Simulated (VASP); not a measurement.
Set up this calculation in VASP 6.6.1, as the native input.

| Item | Value |
| --- | --- |
| Task | single point |
| Functional | PBE |
| Potentials or basis | VASP PAW PBE potentials, release 54 (Mn_pv, S) |
| Cutoff | 520 eV |
| k mesh | 9 × 9 × 9 |
| Occupations | gaussian, width 0.05 eV |
| Spin | collinear spin, ferromagnetic start |
| Starting moments | [4.0, 0.0] μB |
| Further INCAR settings | ALGO = Normal; EDIFF = 1e-06; NBANDS = 20 |

The structure of MnS lies in POSCAR:

```
MnS
1.0
    0.0000000000      2.4734634191      2.4734634191
    2.4734634191      0.0000000000      2.4734634191
    2.4734634191      2.4734634191      0.0000000000
Mn S
1 1
Direct
    0.0000000000      0.0000000000      0.0000000000
    0.7500000000      0.7500000000      0.7500000000
```

The cell is a database's computed one.

The input as run:

INCAR

```
ALGO = Normal
EDIFF = 1E-6
ENCUT = 520
GGA = PE
ISIF = 2
ISMEAR = 0
ISPIN = 2
LASPH = T
LCHARG = F
LMAXMIX = 4
LORBIT = 11
LREAL = F
LWAVE = F
MAGMOM = 4 0
NBANDS = 20
NELM = 120
PREC = Accurate
SIGMA = 0.05
```

KPOINTS

```
k-points
0
Gamma
  9 9 9
```

Potentials or basis: VASP PAW PBE potentials, release 54 (Mn_pv, S).

Launch:

```console
$ cat potpaw_PBE.54/Mn_pv/POTCAR potpaw_PBE.54/S/POTCAR > POTCAR
$ mpirun -np 1 vasp_std > vasp.out
```

It gave:

- Pressure: 3.0 GPa
- Band gap on the k mesh: none (metal or under the smearing width)
- Net moment: 0.24 μB per cell
- Site moments: Mn +0.23; S -0.00 μB
- Valence electrons inside the program's atomic spheres: Mn 12.03; S 3.75

Caveat: the moment fell far below its start of 4 μB, so a state of higher moment may lie lower in energy; semilocal functionals often make such compounds metallic where correlation or magnetic order opens a gap, which also shifts bond lengths.

Run time: 3.3 min on 1 thread of Intel(R) Xeon(R) Platinum 8375C CPU @ 2.90GHz (Ice Lake), on a shared host, peak memory 0.19 GiB.
